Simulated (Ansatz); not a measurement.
## What a trial cell of Ag relaxes into

These are results of DFT PBE, scalar-relativistic, plane waves, PAW (Ansatz 0.2.0), not measurements. Cutoff 420 eV, Γ-centred k mesh, Gaussian smearing, no spin polarisation in the final step.

This is the end of a relaxation of cell and atoms.

```
Ag
1.0
     2.84324    0.00000    0.00000
    -1.42162    2.46232    0.00000
     0.00000    0.00000    2.77609
Ag
1
Direct
  0.00000 0.00000 0.00000
```

Energies count from the standard state of Ag at the same level.

**Question.** What space group does it have?

**Answer.** P6/mmm (No. 191). Conventional cell: a = 2.843 Å, c = 2.776 Å. Around Ag lie 8 Ag at 2.78–2.84 Å.

**Question.** How far above the standard state of Ag does it lie?

**Answer.** 0.19 eV/atom.

**Question.** Is it a metal?

**Answer.** Yes, bands cross the Fermi level on the 24×24×20 mesh.

The final run used a 24×24×20 mesh on its 1-atom cell and 0.10 eV smearing. The k mesh leaves about 4 meV/atom of noise in metals. The cell came from a trial start, so Ag may not exist in this structure.